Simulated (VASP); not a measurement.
**Results of a VASP single-point calculation on AgCl (strained zincblende)**

POSCAR

```
Ag Cl
 1.0000000000000000
     0.0000000000000000    2.8178419630999998    3.3106949721999999
     2.8178419630999998    0.0000000000000000    3.3106949721999999
     2.8178419630999998    2.8178419630999998    0.0000000000000000
 Ag  Cl
   1   1
Cartesian
  0.0000000000000000  0.0000000000000000  0.0000000000000000
  1.4089209815499999  1.4089209815499999  1.6553474860999999
```

```
gap between bands v and c : 1.54 eV
least direct gap          : 1.54 eV
```

Band v is the last that the valence electrons fill when counted band by band, and c is the next. Levels in eV from the top of v:

```
point    v−1      v     c   c+1
    Γ   0.00   0.00  1.54  8.66
    X  -1.45  -1.45  5.29  6.07
    K  -1.49  -0.99  5.56  6.04
    L  -0.67  -0.60  4.08  6.97
    W  -1.83  -0.98  5.97  6.55
```

Question: Which of these levels of theory gave these results?
A. LDA
B. HSE06
C. PBE
D. PBEsol
E. r²SCAN
F. PBE0
G. PBE with spin–orbit coupling

Answer: E.

The INCAR was:

```
LASPH = .TRUE.
ISIF = 2
LREAL = .FALSE.
NSW = 0
ENCUT = 520
EDIFF = 1E-7
ISMEAR = 0
SIGMA = 0.01
NELM = 120
LWAVE = .FALSE.
METAGGA = R2SCAN
PREC = Accurate
IBRION = -1
ALGO = Normal
LCHARG = .FALSE.
NBANDS = 16
```
